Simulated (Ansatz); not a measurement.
TePt:

```xyz
4
Lattice="4.2629 0.0000 0.0000 -2.1314 3.6918 0.0000 0.0000 0.0000 5.6618" Properties=species:S:1:pos:R:3 pbc="T T T"
Pt    0.0000    0.0000    0.0000
Pt    0.0000    0.0000    2.8309
Te    0.0000    2.4612    1.4154
Te    2.1314    1.2306    4.2463
```

Measurements of this composition are mostly on another form, of space group No. 166.

Base run:

- Program: Ansatz 0.2.0
- Functional: LDA
- Potentials or basis: Ansatz PAW
- Cutoff: 420 eV
- Density cutoff: 1680 eV
- k mesh: 7 × 7 × 5
- Occupations: fermi-dirac, width 0.05 eV
- Spin: no spin polarisation

Its results: band gap on the k mesh none (metal or under the smearing width); pressure -7.3 GPa.

The run is repeated on the same cell with these changes: functional from LDA to r2SCAN; cutoff from 420 eV to 500 eV; density cutoff from 1680 eV to 2000 eV. What comes out?

Band gap on the k mesh none (metal or under the smearing width); pressure -2.0 GPa.

Caveats: the PAW data sets come from PBE, with cores solved anew for the run's functional, which leaves a small shift of forces and pressure.

Not every run made on this cell is shown here.
